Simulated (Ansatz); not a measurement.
**From the elastic tensor of Rh at 5 GPa (stress–strain coefficients) to moduli and sound speeds**

Method: DFT PBEsol, scalar-relativistic, plane waves, PAW in Ansatz. Plane waves to 420 eV; Γ-centred k mesh 18×18×10; Fermi-Dirac smearing of 0.15 eV. No spin polarisation.

The structure is hexagonal, space group P6_3/mmc (No. 194). The conventional cell has a = 2.676 Å, b = 2.676 Å, c = 4.314 Å, α = 90.00°, β = 90.00°, γ = 120.00°. Rh (site symmetry -6m2) has 12 Rh at 2.65 to 2.68 Å as nearest neighbours.

In a metal, frequencies and elastic constants depend on the k mesh and the smearing, soft modes and shear constants most. Other phases may be more stable at this pressure.

Relaxed-ion constants (GPa, on the Cartesian axes of the calculation):
C11 = 512.0, C12 = 200.0, C13 = 214.6, C22 = 512.0, C23 = 214.6, C33 = 527.6, C44 = 86.8, C55 = 86.8, C66 = 156.0 GPa; the others vanish.

Density 12.773 g/cm³; 2 atoms in 26.76 Å³.

The values that follow are for a polycrystal of randomly turned grains, by Hill's mean where one number stands.

With S = C⁻¹: B_V = (C11+C22+C33+2(C12+C13+C23))/9, G_V = (C11+C22+C33−C12−C13−C23+3(C44+C55+C66))/15, 1/B_R = S11+S22+S33+2(S12+S13+S23), 15/G_R = 4(S11+S22+S33−S12−S13−S23)+3(S44+S55+S66); Hill is their mean. Then v_l = √((B+4G/3)/ρ), v_t = √(G/ρ), v_m = [(2/v_t³+1/v_l³)/3]^(−1/3) and Θ = (ħ/k_B)·v_m·(6π²n/V)^(1/3) for n atoms in the volume V; E = 9BG/(3B+G), ν = (3B−2G)/(2(3B+G)) and A^U = 5G_V/G_R + B_V/B_R − 6.

| Property | Result |
| --- | --- |
| Bulk modulus, Voigt / Reuss / Hill | 312.2 / 312.0 / 312.1 GPa |
| Shear modulus, Voigt / Reuss / Hill | 127.4 / 117.8 / 122.6 GPa |
| Young's modulus | 325 GPa |
| Poisson ratio | 0.326 |
| Pugh ratio B/G | 2.55 |
| Universal anisotropy index | 0.41 |
| Longitudinal and transverse sound speeds | 6102 and 3098 m/s |
| Debye temperature from the mean sound speed | 435 K |

This form isn't the element's structure at ambient conditions.

Cost: 1 run of about 3.4 core-minutes, on AMD EPYC 9R45 (Zen 5) (shared hosts).

Hexagonal Rh resists compression strongly and almost equally in all directions: C33 is only slightly above C11, and the Voigt and Reuss bulk moduli nearly coincide. The anisotropy is therefore in shear, where C44, at 86.8 GPa, lies well below C66, at 156.0 GPa. The stiffness against volume change reflects cohesion from the partly filled 4d band together with close packing. The soft C44 corresponds to close-packed planes sliding over one another, the type of motion that links hexagonal and cubic stackings. Its low value probably reflects a d-band filling that favours the cubic sequence, in contrast to Ru, with one electron fewer, which is hexagonal.

This weak shear also lowers the transverse sound speed and, through it, the Debye temperature. The high B/G ratio suggests ductility, but only as an empirical indicator, since dislocation motion and fracture lie outside linear elasticity. The constants satisfy the elastic stability conditions for a hexagonal crystal, which excludes spontaneous homogeneous strain but not phonon instabilities at finite wavevector.
